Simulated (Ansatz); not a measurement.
TaN, DFT, LDA, all-electron LAPW, scalar-relativistic (Ansatz 0.2.0), run on 1 thread of Arm Neoverse V2 on a shared host.

The geometry is COD entry 1538016, unchecked; take it as a test cell. The listed cell was then made from it by scaling, straining or moving an atom.

Command: `ansatz run input.yaml --threads 1 --pin off --max-ram 3072MiB --backend cpu --events-out ev --progress --plain --runs-dir out`

```yaml
crystal:
  lattice:
    - [2.9379988584, 0.0146899943, 0.0146899943]
    - [-1.456277521, 2.5370366506, 0.0053769111]
    - [0.014415, 0.014415, 2.883]
  atoms:
    - { symbol: Ta, position: [0.3333333333, 0.6666666667, 0.5] }
    - { symbol: "N", position: [0.0, 0.0, 0.0] }
kpoints:
  mp_grid: { grid: [12, 12, 10] }
  band_path:
    path:
      - [0.0, 0.0, 0.0]
      - [0.0, -0.5, 0.0]
      - [0.0, 0.0, 0.5]
      - [0.0, 0.0, 0.0]
      - [-0.5, 0.0, 0.0]
      - [-0.5, 0.5, -0.5]
      - [0.0, 0.0, 0.0]
      - [-0.5, 0.0, -0.5]
      - [-0.5, 0.5, 0.0]
    npoints: 5
scf:
  occupations: { method: fermi_dirac, width: 0.02 }
hamiltonian:
  xc: lda
  pseudopotentials: { kind: all_electron, lapw: { basis_error: 0.00025 } }
output:
  forces: true
  stress: true
  eigenvalues: true
```

Q: How large is the problem that the program sets up?

A: 724 irreducible k-points, 405 plane waves at Γ, 32 bands.

Q: About how long does it take, and how much memory does it use?

A: 5.2 min of wall time for 8 SCF iterations, with a peak of 1.8 GiB. Times on shared machines scatter by tens of per cent.
